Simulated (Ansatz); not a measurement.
**Structure search for Al3Ga2N5**

All numbers below come from DFT PBE, scalar-relativistic, plane waves, PAW (Ansatz 0.2.0). Settings: cutoff 420 eV, Γ-centred meshes spaced at most about 0.3 Å⁻¹ (2π included), Gaussian smearing. No spin polarisation.

Formation energies are uncorrected and refer to the elements' standard structures at the same level (N₂ as a molecule).

These are static total energies at zero pressure. The comparison covers the computed candidates alone. Kohn–Sham gaps at this level usually fall short of measured ones.

Invented guesses were relaxed alike, and ends that match in structure were merged. ΔE counts from the first row. Coordination counts N atoms around Al and Ga (those within 1.25 times the shortest such distance or 1.15 times the sum of covalent radii, 1.27 where that leaves under three). The ends were matched against large subsets of the Crystallography Open Database and the Materials Project, so a missing match doesn't prove that a structure is unreported.

| # | reached from | type and space group | atoms | Å³/atom | coordination | ΔE (meV/atom) | gap on mesh (eV) | in databases |
| --- | --- | --- | --- | --- | --- | --- | --- | --- |
| 1 | Al and Ga ordered on rock salt sites | R-3m (No. 166) | 10 | 8.9 | Al 6, Ga 6 | 0 | 2.04 | no match |
| 2 | Al and Ga ordered on rock salt sites | I4/mmm (No. 139) | 10 | 9.0 | Al 6, Ga 6 | 3 | 2.09 | no match |
| 3 | Al and Ga ordered on rock salt sites | I4/mmm (No. 139) | 10 | 9.0 | Al 6, Ga 6 | 14 | 1.87 | no match |

The lowest: Space group R-3m (No. 166), trigonal, a = 2.934 Å, c = 35.994 Å. Around Al on a site of symmetry -3m lie 6 N at 2.06 Å; around Al on a site of symmetry 3m lie 6 N at 2.05–2.06 Å; Ga is surrounded by 6 N at 2.10–2.11 Å; N on a site of symmetry 3m is surrounded by 6 Al at 2.06 Å; N on a second site of symmetry 3m is surrounded by 3 Al at 2.05 Å and 3 Ga at 2.11 Å; 1 more site not described. Its energy over the elements is −0.685 eV/atom. It lies below the elements, which doesn't yet make it stable against other compounds or structures. An observed structure of this formula, if there is one, may be missing.

```cif
data_structure
_symmetry_space_group_name_H-M 'R-3m:H'
_symmetry_Int_Tables_number 166
_cell_length_a 2.9338
_cell_length_b 2.9338
_cell_length_c 35.9944
_cell_angle_alpha 90.000
_cell_angle_beta 90.000
_cell_angle_gamma 120.000
_cell_volume 268.31
loop_
_atom_site_label
_atom_site_type_symbol
_atom_site_symmetry_multiplicity
_atom_site_Wyckoff_symbol
_atom_site_fract_x
_atom_site_fract_y
_atom_site_fract_z
_atom_site_occupancy
Al1 Al 3 b 0.33333 0.66667 0.16667 1
Al2 Al 6 c 0.00000 0.00000 0.10155 1
Ga1 Ga 6 c 0.66667 0.33333 0.03454 1
N1 N 6 c 0.00000 0.00000 0.19920 1
N2 N 6 c 0.33333 0.66667 0.06962 1
N3 N 3 a 0.00000 0.00000 0.00000 1
```

The second: Space group I4/mmm (No. 139), tetragonal, a = 2.933 Å, c = 20.835 Å. Al on a site of symmetry 4mm is surrounded by 6 N at 2.02–2.08 Å; Al on a site of symmetry 4/mmm has 6 N at 2.01–2.07 Å; Ga has 6 N at 2.07–2.20 Å; N on a site of symmetry 4mm is surrounded by 5 Ga at 2.07–2.20 Å and 1 Al at 2.08 Å; 2 more sites not described. Counting N atoms around Al and Ga, the first and the second both have Al 6, Ga 6. Cells relaxed within their symmetry can be saddle points. Some structure types and database cells were kept out of the candidates from the start, so a known form may be missing.
